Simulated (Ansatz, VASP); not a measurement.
# One calculation of HfO2, two programs

```
Hf O
1.0
     3.60430    0.00000    0.00000
     0.00000    3.60430    0.00000
     0.00000    0.00000    5.26397
Hf O
2 4
Direct
  0.50000 0.50000 0.50000
  0.00000 0.00000 0.00000
  0.00000 0.50000 0.75024
  0.50000 0.00000 0.74976
  0.50000 0.00000 0.24976
  0.00000 0.50000 0.25024
```

Change from the starting cell: mode 10 (309.8 1/cm) frozen in, largest displacement -0.300 Å.

Alike in both runs: task single point; functional PBE; k mesh 6 × 6 × 4; occupations gaussian, width 0.05 eV; no spin polarisation.

```csv
,VASP,Ansatz
version,VASP 6.6.1,Ansatz 0.2.0
potentials or method,"VASP PAW PBE potentials, release 64 (Hf_pv, O)","scalar-relativistic, plane waves, PAW"
plane-wave cutoff (eV),520,420
valence electrons in the cell,44,76
```

Ansatz gave:

| Quantity | Value |
| --- | --- |
| gap on the k mesh at the Fermi level (eV) | 3.44 |
| least direct gap on the mesh (eV) | 3.51 |
| pressure (GPa) | -7.3 |
| largest component of the traceless stress (GPa) | 9.34 |

**Question.** Which values does VASP return?

**Answer.** gap on the k mesh at the Fermi level (eV): 3.43; least direct gap on the mesh (eV): 3.51; pressure (GPa): -10.7; largest component of the traceless stress (GPa): 9.50.

The two sets of potentials don't hold the same shells in valence.

Caveats: spin-orbit coupling is left out, which moves the levels of the heavy elements. A k mesh can miss the band edges.
